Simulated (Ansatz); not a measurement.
# Tungsten, bcc under PBE: from relaxation to bulk modulus, part 2 of 2

What does PBE give for tungsten in the bcc structure? We relax it, solve it on a dense k-mesh, switch on spin-orbit coupling, then scale the cell to 7 volumes from 88 to 112 % of the relaxed one and try a fit of the equation of state. The k-meshes are 14×14×14 for the relaxation; 23×23×23 for the dense run; 14×14×14 for spin-orbit coupling; 23×23×23 for the volumes. It starts from a deposited cell (COD).

Ansatz 0.2.0; DFT, PBE, plane waves (420 eV) with PAW, scalar-relativistic.

## Step 7: Equation of state: 96 %

Input file input.yaml:

```yaml
crystal:
  lattice:
    - [-1.5706538568, 1.5706538568, 1.5706538568]
    - [1.5706538568, -1.5706538568, 1.5706538568]
    - [1.5706538568, 1.5706538568, -1.5706538568]
  atoms:
    - { symbol: W, position: [0.0, 0.0, 0.0] }
hamiltonian:
  xc: pbe
  pseudopotentials:
    kind: paw
    azcp:
      W: "pseudopotentials/W.paw.azcp"
basis:
  ecutwfc: 420
  fft_grid_basis: typed
kpoints:
  mp_grid: { grid: [23, 23, 23], shift: [0, 0, 0] }
magnetization:
  spin_polarized: false
scf:
  occupations: { method: fermi_dirac, width: 0.1 }
output:
  stress: true
```

The log of the run, cut to the lines that bear on the results:

```text
[...]
Pseudopotentials: kind: paw
Pseudopotential: W, paw, valence charge 14, recommended cutoff 420 eV (normal), <dir>
Functional definition: PBE
[...]
Crystal: 1 atoms, lattice volume = 15.499 Å³
Basis set: ecut = 420 eV, 321 PW (Γ)
Bands: 11, of which v1, the nominal top of the filled ones, is band 7 counted from 1 (6 counted from 0)
Symmetry: 48 space group operations
Space group: Im-3m (ITA 229), of the structure as read, at distance tolerance 2.5e-5 Å
k-points: 364 of 12167
[...]
SCF iter   1: F=—  HF=-10384.806821 eV  |F-HF|=—  |Δ(HF+E_count)|=         —  Δρ=1.64e-3  dr2=1.32e-4  ethr=1.77e-3  ⟨swp⟩=5.0  Hψ=21042  notcnv=0
[...]
SCF iter   6: F=-10384.806605 eV  HF=-10384.806605 eV  |F-HF|=3.52e-8  |Δ(HF+E_count)|=   3.00e-7  Δρ=1.83e-5  dr2=4.19e-8  ethr=7.14e-10  ⟨swp⟩=2.8  Hψ=15244  notcnv=0
[...]
SCF converged after 6 iterations
Free energy (F): -10384.806605 eV
[...]
E sigma→0 (E₀):  -10384.799623 eV
Entropy (-TS):   -0.013965 eV (-13.965 meV/atom)
Fermi energy:    23.205099 eV
[...]
--- Stress (GPa, compression-positive) ---
       13.233464      -0.000000       0.000000
        0.000000      13.233464      -0.000000
        0.000000       0.000000      13.233464
  P = ⅓ Tr σ = 13.2335 GPa (132.335 kbar)
```

Run time: 3.8 s. Hardware: 1 thread of an x86-64 CPU, shared host; peak memory 0.55 GiB.

## Step 8: Equation of state: 100 %

Changes to input.yaml since step 7:

```diff
@@ -2,5 +2,5 @@
   lattice:
-    - [-1.5706538568, 1.5706538568, 1.5706538568]
-    - [1.5706538568, -1.5706538568, 1.5706538568]
-    - [1.5706538568, 1.5706538568, -1.5706538568]
+    - [-1.592172337, 1.592172337, 1.592172337]
+    - [1.592172337, -1.592172337, 1.592172337]
+    - [1.592172337, 1.592172337, -1.592172337]
   atoms:
```

The log of the run, cut to the lines that bear on the results:

```text
[...]
[... 3 set-up lines as earlier in the session ...]
[...]
Crystal: 1 atoms, lattice volume = 16.145 Å³
Basis set: ecut = 420 eV, 321 PW (Γ)
Bands: 11, of which v1, the nominal top of the filled ones, is band 7 counted from 1 (6 counted from 0)
[... 2 set-up lines as earlier in the session ...]
k-points: 364 of 12167
[...]
SCF iter   1: F=—  HF=-10384.832134 eV  |F-HF|=—  |Δ(HF+E_count)|=         —  Δρ=1.54e-3  dr2=1.30e-4  ethr=1.77e-3  ⟨swp⟩=5.0  Hψ=21002  notcnv=0
[...]
SCF iter   6: F=-10384.831926 eV  HF=-10384.831926 eV  |F-HF|=7.33e-9  |Δ(HF+E_count)|=   9.41e-8  Δρ=7.89e-6  dr2=8.92e-9  ethr=7.14e-10  ⟨swp⟩=4.4  Hψ=12978  notcnv=0
[...]
SCF converged after 6 iterations
Free energy (F): -10384.831926 eV
[...]
E sigma→0 (E₀):  -10384.824828 eV
Entropy (-TS):   -0.014196 eV (-14.196 meV/atom)
Fermi energy:    22.149384 eV
[...]
--- Stress (GPa, compression-positive) ---
       -0.206488      -0.000000      -0.000000
       -0.000000      -0.206488      -0.000000
       -0.000000      -0.000000      -0.206488
  P = ⅓ Tr σ = -0.2065 GPa (-2.065 kbar)
```

It took 4.8 s on 1 thread of an x86-64 CPU, shared host; peak memory 0.54 GiB.

## Step 9: Equation of state: 104 %

Changes to input.yaml since step 8:

```diff
@@ -2,5 +2,5 @@
   lattice:
-    - [-1.592172337, 1.592172337, 1.592172337]
-    - [1.592172337, -1.592172337, 1.592172337]
-    - [1.592172337, 1.592172337, -1.592172337]
+    - [-1.6131243758, 1.6131243758, 1.6131243758]
+    - [1.6131243758, -1.6131243758, 1.6131243758]
+    - [1.6131243758, 1.6131243758, -1.6131243758]
   atoms:
```

The log of the run, cut to the lines that bear on the results:

```text
[...]
[... 3 set-up lines as earlier in the session ...]
[...]
Crystal: 1 atoms, lattice volume = 16.790 Å³
Basis set: ecut = 420 eV, 321 PW (Γ)
Bands: 11, of which v1, the nominal top of the filled ones, is band 7 counted from 1 (6 counted from 0)
[... 1 set-up line as earlier in the session ...]
Space group: Im-3m (ITA 229), of the structure as read, at distance tolerance 2.6e-5 Å
k-points: 364 of 12167
[...]
SCF iter   1: F=—  HF=-10384.808449 eV  |F-HF|=—  |Δ(HF+E_count)|=         —  Δρ=1.47e-3  dr2=1.22e-4  ethr=1.77e-3  ⟨swp⟩=5.0  Hψ=21084  notcnv=0
[...]
SCF iter   6: F=-10384.808341 eV  HF=-10384.808341 eV  |F-HF|=1.65e-9  |Δ(HF+E_count)|=  5.35e-10  Δρ=5.93e-6  dr2=2.41e-9  ethr=3.68e-11  ⟨swp⟩=2.0  Hψ=11897  notcnv=0
[...]
SCF converged after 6 iterations
Free energy (F): -10384.808341 eV
[...]
E sigma→0 (E₀):  -10384.801058 eV
Entropy (-TS):   -0.014566 eV (-14.566 meV/atom)
Fermi energy:    21.170979 eV
[...]
--- Stress (GPa, compression-positive) ---
      -11.118314      -0.000000      -0.000000
       -0.000000     -11.118314      -0.000000
       -0.000000       0.000000     -11.118314
  P = ⅓ Tr σ = -11.1183 GPa (-111.183 kbar)
```

It took 5 s on 1 thread of an x86-64 CPU, shared host; peak memory 0.55 GiB.

## Step 10: Equation of state: 108 %

Changes to input.yaml since step 9:

```diff
@@ -2,5 +2,5 @@
   lattice:
-    - [-1.6131243758, 1.6131243758, 1.6131243758]
-    - [1.6131243758, -1.6131243758, 1.6131243758]
-    - [1.6131243758, 1.6131243758, -1.6131243758]
+    - [-1.6335458396, 1.6335458396, 1.6335458396]
+    - [1.6335458396, -1.6335458396, 1.6335458396]
+    - [1.6335458396, 1.6335458396, -1.6335458396]
   atoms:
```

The log of the run, cut to the lines that bear on the results:

```text
[...]
[... 3 set-up lines as earlier in the session ...]
[...]
Crystal: 1 atoms, lattice volume = 17.436 Å³
Basis set: ecut = 420 eV, 321 PW (Γ)
Bands: 11, of which v1, the nominal top of the filled ones, is band 7 counted from 1 (6 counted from 0)
[... 2 set-up lines as earlier in the session ...]
k-points: 364 of 12167
[...]
SCF iter   1: F=—  HF=-10384.745118 eV  |F-HF|=—  |Δ(HF+E_count)|=         —  Δρ=1.40e-3  dr2=9.13e-5  ethr=1.77e-3  ⟨swp⟩=5.0  Hψ=21036  notcnv=0
[...]
SCF iter   6: F=-10384.745076 eV  HF=-10384.745076 eV  |F-HF|=2.78e-10  |Δ(HF+E_count)|=   7.16e-9  Δρ=1.67e-6  dr2=3.46e-10  ethr=1.41e-10  ⟨swp⟩=2.1  Hψ=14133  notcnv=0
[...]
SCF converged after 6 iterations
Free energy (F): -10384.745076 eV
[...]
E sigma→0 (E₀):  -10384.737577 eV
Entropy (-TS):   -0.014998 eV (-14.998 meV/atom)
Fermi energy:    20.261495 eV
[...]
--- Stress (GPa, compression-positive) ---
      -19.962139       0.000000      -0.000000
        0.000000     -19.962139       0.000000
        0.000000      -0.000000     -19.962139
  P = ⅓ Tr σ = -19.9621 GPa (-199.621 kbar)
```

It took 6.4 s on 1 thread of an x86-64 CPU, shared host; peak memory 0.55 GiB.

## Step 11: Equation of state: 112 %

Changes to input.yaml since step 10:

```diff
@@ -2,5 +2,5 @@
   lattice:
-    - [-1.6335458396, 1.6335458396, 1.6335458396]
-    - [1.6335458396, -1.6335458396, 1.6335458396]
-    - [1.6335458396, 1.6335458396, -1.6335458396]
+    - [-1.6534690938, 1.6534690938, 1.6534690938]
+    - [1.6534690938, -1.6534690938, 1.6534690938]
+    - [1.6534690938, 1.6534690938, -1.6534690938]
   atoms:
```

The log of the run, cut to the lines that bear on the results:

```text
[...]
[... 3 set-up lines as earlier in the session ...]
[...]
Crystal: 1 atoms, lattice volume = 18.082 Å³
Basis set: ecut = 420 eV, 369 PW (Γ)
Bands: 11, of which v1, the nominal top of the filled ones, is band 7 counted from 1 (6 counted from 0)
[... 2 set-up lines as earlier in the session ...]
k-points: 364 of 12167
[...]
SCF iter   1: F=—  HF=-10384.649605 eV  |F-HF|=—  |Δ(HF+E_count)|=         —  Δρ=1.38e-3  dr2=7.80e-5  ethr=1.77e-3  ⟨swp⟩=5.0  Hψ=21046  notcnv=0
[...]
SCF iter   6: F=-10384.649697 eV  HF=-10384.649697 eV  |F-HF|=5.11e-10  |Δ(HF+E_count)|=   3.46e-8  Δρ=2.39e-6  dr2=6.09e-10  ethr=5.65e-10  ⟨swp⟩=2.2  Hψ=14339  notcnv=0
[...]
SCF converged after 6 iterations
Free energy (F): -10384.649697 eV
[...]
E sigma→0 (E₀):  -10384.641974 eV
Entropy (-TS):   -0.015447 eV (-15.447 meV/atom)
Fermi energy:    19.414037 eV
[...]
--- Stress (GPa, compression-positive) ---
      -27.107448       0.000000       0.000000
       -0.000000     -27.107448       0.000000
       -0.000000      -0.000000     -27.107448
  P = ⅓ Tr σ = -27.1074 GPa (-271.074 kbar)
```

Run time: 5.3 s. Hardware: 1 thread of an x86-64 CPU, shared host; peak memory 0.55 GiB.

## Step 12: The equation of state

The cell was scaled evenly, with its shape and the fractional positions fixed.

```
V (Å³/atom)  E − E₀ (meV/atom)  P from the stress (GPa)  P from the fit (GPa)
     14.207              270.3                    50.10                 50.25
     14.853              110.7                    29.77                 29.75
     15.499               25.1                    13.23                 13.19
     16.145               -0.1                    -0.21                 -0.23
     16.790               23.7                   -11.12                -11.14
     17.436               87.2                   -19.96                -20.02
     18.082              182.8                   -27.11                -27.24
```

A third-order Birch-Murnaghan fit gives V₀ = 16.132 Å³/atom, B₀ = 303 GPa and B₀′ = 4.2; it misses no point by more than 0.09 meV/atom.

## Step 13: Results

What follows sums up all 2 parts.

| quantity | value |
| --- | --- |
| space group (spins left aside) | Im-3m (No. 229) |
| conventional cell | a = 3.184 Å |
| volume | 16.145 Å³/atom |
| shortest distance | 2.758 Å |
| against the deposited volume | +1.9 % (15.847 Å³/atom) |
| gap on the mesh | none (levels filled in part) |
| V₀, B₀, B₀′ | 16.132 Å³/atom, 303 GPa, 4.2 |

**Reading.** The volume comes out 1.9 % larger than measured. The deposited cell holds zero-point motion and, unless taken cold, thermal expansion, so the miss against a static lattice is larger still. No gap shows: it is a metal or semimetal at this level. Totals with and without spin-orbit coupling (-24.7 eV/atom apart) can't be read as binding, since the two-component data shift the zero of energy. The fitted modulus is 303 GPa, among the stiffest elements.
